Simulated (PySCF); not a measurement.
From one molecule to another.

First species: sulfuryl fluoride, F₂O₂S.
InChI=1S/F2O2S/c1-5(2,3)4

Second species: Cyclobutene, C₄H₆.
InChI=1S/C4H6/c1-2-4-3-1/h1-2H,3-4H2

Levels: CAM-B3LYP/aug-cc-pVTZ for dipole moment, HOMO energy, LUMO energy, HOMO–LUMO gap, static isotropic polarisability and electronic spatial extent ⟨r²⟩ about the centre of nuclear charge; TDDFT CAM-B3LYP/aug-cc-pVTZ for lowest singlet excitation; TDA CAM-B3LYP/aug-cc-pVTZ for lowest triplet excitation (Tamm–Dancoff); PBE0-D3(BJ)/def2-TZVP for rotational constant A and rotational constant C. Geometries: PBE0-D3(BJ)/def2-TZVP. Each structure is a single optimised conformer of the isolated species, non-relativistic unless stated; the electronic structure was computed with PySCF and density fitting.

| property | column X | column Y |
| --- | --- | --- |
| dipole moment | 0.15 D | 1.14 D |
| HOMO energy | -8.49 eV | -12.16 eV |
| LUMO energy | 0.35 eV | 0.17 eV |
| HOMO–LUMO gap | 8.84 eV | 12.33 eV |
| lowest singlet excitation | 6.37 eV | 8.46 eV |
| lowest triplet excitation (Tamm–Dancoff) | 4.31 eV | 7.99 eV |
| static isotropic polarisability | 46.8 au | 28.0 au |
| electronic spatial extent ⟨r²⟩ about the centre of nuclear charge | 234 bohr² | 336 bohr² |
| rotational constant A | 13.080 GHz | 5.107 GHz |
| rotational constant C | 6.917 GHz | 5.036 GHz |

(1) Which column belongs to which species?

(2) How does each property change from the first species to the second?

Results:

(1) Column X is the second species and column Y the first. The first has 5 atoms and 50 electrons, the second 10 and 30.

(2) dipole moment -0.99 D; HOMO energy +3.67 eV; LUMO energy +0.18 eV; HOMO–LUMO gap -3.49 eV; lowest singlet excitation -2.09 eV; lowest triplet excitation (Tamm–Dancoff) -3.68 eV; static isotropic polarisability +18.8 au; electronic spatial extent ⟨r²⟩ about the centre of nuclear charge -102 bohr²; rotational constant A +7.973 GHz; rotational constant C +1.881 GHz.

On the first: The polarisability is 4.15 Å³ as a volume (1 au = 0.148185 Å³), or 0.56 au for each of the 50 electrons. S1 lies 3.87 eV below the HOMO–LUMO gap; its leading configuration is HOMO→LUMO, weight 0.85. Isolated species at its PBE0-D3(BJ)/def2-TZVP geometry, gas phase.

On the second: The principal polarisabilities are 38.0, 49.0 and 53.5 au; their mean is the isotropic value. S1 lies 2.47 eV below the HOMO–LUMO gap; its leading configuration is HOMO→LUMO, weight 0.88. Isolated species at its PBE0-D3(BJ)/def2-TZVP geometry, gas phase.
